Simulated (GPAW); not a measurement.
Runs of GPAW 26.7.0 on Pb. The structure is cubic, space group Fm-3m (No. 225). The conventional cell has a = 4.950 Å, b = 4.950 Å, c = 4.950 Å, α = 90.00°, β = 90.00°, γ = 90.00°. Pb (site symmetry m-3m) is surrounded by 12 Pb at 3.50 Å. 

```csv
task,level,potentials or basis,spin,band path,band points,spin axis theta (degrees),spin axis phi (degrees),soc after scf,pressure (GPa),V0 of scaled cells (Å³/atom),B0 (GPa)
equation of state,PBEsol,"PAW data sets generated in the run's folder for this functional, pw",off,-,-,-,-,-,-,(a),(b)
band structure,AM05,"PAW data sets generated in the run's folder for this functional, pw","SOC, no magnetisation","GXWKGLUWLK,UX",60,0,0,second variation,-0.6,-,-
single point,PBEsol,"PAW data sets generated in the run's folder for this functional, pw",off,-,-,-,-,-,-0.9,-,-
equation of state,PW91,"PAW data sets generated in the run's folder for this functional, pw",off,-,-,-,-,-,-,31.61,41
```

Alike in all rows: cell as given; k mesh 9 × 9 × 9; cutoff (eV) 600; smearing fermi-dirac 0.05 eV.

Q: Fill in the values left out.

A: (a) 29.78; (b) 50.

Caveats: spin-orbit coupling was added after a scalar SCF, so levels and gaps hold it while energy, forces, pressure and moments don't (some runs).

Runs at the PBE level aren't shown here.
